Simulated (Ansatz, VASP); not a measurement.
# Equation of state of PdIn under PBEsol

The structure is cubic, space group Pm-3m (No. 221). The conventional cell has a = 3.272 Å, b = 3.272 Å, c = 3.272 Å, α = 90.00°, β = 90.00°, γ = 90.00°. In (site symmetry m-3m) has 8 Pd at 2.83 Å as nearest neighbours. Pd (site symmetry m-3m) is surrounded by 8 In at 2.83 Å.

The cell comes from a database or a generator and needn't be the stable form of this composition.

The cell was scaled at fixed shape and fractions and run with Ansatz, all-electron LAPW, scalar-relativistic; PBEsol, k mesh 8 × 8 × 8 on the cell of 2 atoms, fermi-dirac occupations of 0.05 eV, no spin polarisation, no spin-orbit coupling. Energies are those that the program minimises, any entropy of the smearing included. For a metal such a mesh isn't converged to the digits shown.

```tsv
V (Å³/atom)	energy over the lowest row (meV/atom)
16.4624	11.65
16.8126	?
17.1629	0.00
17.5131	3.73
17.8634	12.78
18.2137	26.51
18.5639	44.30
```

Question: Fit the third-order Birch-Murnaghan form, give V0, B0 and B′, and predict the energy left open.

Answer: With y = (V0/V)^(2/3), E = E0 + (9 V0 B0/16) [(y - 1)³ B′ + (y - 1)² (6 - 4y)]. Least squares through the rows shown give V0 = 17.1160 Å³/atom, E0 = -0.05 meV, B0 = 138.2 GPa (1 eV/Å³ = 160.218 GPa) and B′ = 5.46, with a largest miss of 0.01 meV. At V = 16.8126 the form with these constants gives 2.36 meV; the run gave 2.35 meV an atom. Other set-ups at this level, from all their volumes (Å³/atom, GPa): VASP, PBE PAW files In_d, Pd, 520 eV (made for PBE): V0 17.142, B0 138.2.
